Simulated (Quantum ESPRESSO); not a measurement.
# MgO: zone-centre phonons and dielectric response under several settings

```
Mg O
1.0
     0.00000    2.09700    2.09700
     2.09700    0.00000    2.09700
     2.09700    2.09700    0.00000
Mg O
1 1
Direct
  0.00000 0.00000 0.00000
  0.50000 0.50000 0.50000
```

The cell is a database's computed one.

All runs used Quantum ESPRESSO 7.5; k mesh 6 × 6 × 6, shifted; relaxed cell; no spin polarisation; cutoff 612 eV; occupations smeared at first, fixed for the response.

| level | potentials | volume (Å³/atom) | pressure (GPa) | lowest optical mode without the field (cm⁻¹) | highest mode with the field (cm⁻¹) | ε∞ (mean) | ε0 (mean) | Born charge of atom 1 (e) |
| --- | --- | --- | --- | --- | --- | --- | --- | --- |
| LDA | GBRV 1.5 LDA | 9.01 | 0.0 | 409 | 716 | 3.19 | 9.8 | 1.97 |
| PBE | GBRV 1.5 PBE | 9.63 | -0.1 | 366 | 680 | 3.24 | 11.1 | 2.00 |
| PBEsol | GBRV 1.5 PBEsol | ? | 0.0 | ? | ? | ? | ? | ? |
| BLYP | GBRV 1.5 PBE | 9.79 | -0.1 | 354 | 679 | 3.15 | 11.6 | 2.01 |
| WC | GBRV 1.5 PBE | 9.40 | 0.0 | 383 | 691 | 3.25 | 10.6 | 1.99 |
| revPBE | GBRV 1.5 PBE | 9.85 | -0.1 | 351 | 669 | 3.23 | 11.7 | 2.01 |
| vdW-DF-cx | GBRV 1.5 PBE | 9.47 | 0.0 | 387 | 695 | 3.21 | 10.3 | 1.99 |

Q: What stands in the row left open?

A: Volume 9.36 Å³/atom; lowest optical mode without the field 386 cm⁻¹; highest mode with the field 693 cm⁻¹; ε∞ 3.25; ε0 10.4; Born charge of atom 1 1.99 e.

Caveats: the potentials were made for another functional, which shifts forces and pressure (some runs); before the sum rule the acoustic modes lie tens of cm⁻¹ from zero, a sign that the density grid also shifts the optical modes (some runs).
